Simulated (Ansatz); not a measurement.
Program: Ansatz. Geometries: PBE0-D4/def2-TZVP. ΔE: electronic, gas phase. CBS: MP2 limit from def2 TZ/QZ plus the TZ coupled-cluster correction, frozen cores. DFT in def2-TZVPP. HSE06 is defined as in plane-wave codes. One conformer a species, not always the lowest.

Consider the formal exchange of groups at the Si–C bond: `O=CC[SiH3]` + `CC(F)Cl` → `FC([SiH3])Cl` + `CCC=O`.

Task: Is it downhill or uphill in electronic energy at CCSD(T)/CBS, and by how much? (An estimate is asked.)

Result: The calculation gave: Uphill: ΔE = +0.44 eV.

Task: What do these levels give: LDA (SPW92), HSE06-D4, BLYP, CAM-B3LYP, HF/def2-QZVPP, CCSD/CBS(def2)? (An estimate is asked.)

Result: Ansatz gave: LDA (SPW92) 0.47, HSE06-D4 0.44, BLYP 0.36, CAM-B3LYP 0.43, HF/def2-QZVPP 0.44, CCSD/CBS(def2) 0.44 eV.

Largest T1 diagnostic among the species: 0.014.

From PBE to PBE0 (25 % exact exchange), in def2-TZVPP and without D4, ΔE moves by +0.03 eV. Leaving LDA and LC-ωPBE aside and taking each functional with its dispersion term where it has one, the values, not all of them listed here, spread over 0.11 eV, from BLYP-D4 to B97M-V. LDA lies +0.07 eV from PBE without D4. At CCSD(T), def2-SVP lies +0.07 eV from the extrapolated value and def2-TZVPP +0.02 eV.
